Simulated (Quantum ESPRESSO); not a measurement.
Y:

```
Y
1.0
     3.64740    0.00000    0.00000
    -1.82370    3.15874    0.00000
     0.00000    0.00000    5.73060
Y
2
Direct
  0.66667 0.33333 0.75000
  0.33333 0.66667 0.25000
```

| Quantity | Value |
| --- | --- |
| Program | Quantum ESPRESSO 7.5 |
| Task | single point |
| Functional | PBE |
| Potentials or basis | SSSP 1.3 efficiency PBE |
| Cutoff | 748 eV |
| Density cutoff | 5987 eV |
| k mesh | 8 × 8 × 5 |
| Occupations | fermi-dirac, width 0.05 eV |
| Spin | no spin polarisation |

On this cell: pressure -0.1 GPa; largest force under 0.003 eV/Å; band gap on the k mesh none (metal or under the smearing width).

The same run follows on a disturbed copy (atoms moved at random, drawn with an rms of 0.05 Å):

```
CELL_PARAMETERS angstrom
3.64740 0.00000 0.00000
-1.82370 3.15874 0.00000
0.00000 0.00000 5.73060
ATOMIC_POSITIONS crystal
Y 0.67008 0.32178 0.75123
Y 0.33051 0.67413 0.25563
```

Q: What does the disturbed cell give?

A: The energy (extrapolated to zero smearing) moves by +2.3 meV/atom; pressure -0.1 GPa; largest force 0.123 eV/Å; band gap on the k mesh none (metal or under the smearing width).

Forces in eV/Å, atoms in the order of the input:
```
Y   -0.060  0.066  0.084
Y    0.060 -0.066 -0.084
```

Stress tensor (GPa, compression positive):
```
-0.21  0.18 -0.02
 0.18  0.17  0.02
-0.02  0.02 -0.36
```
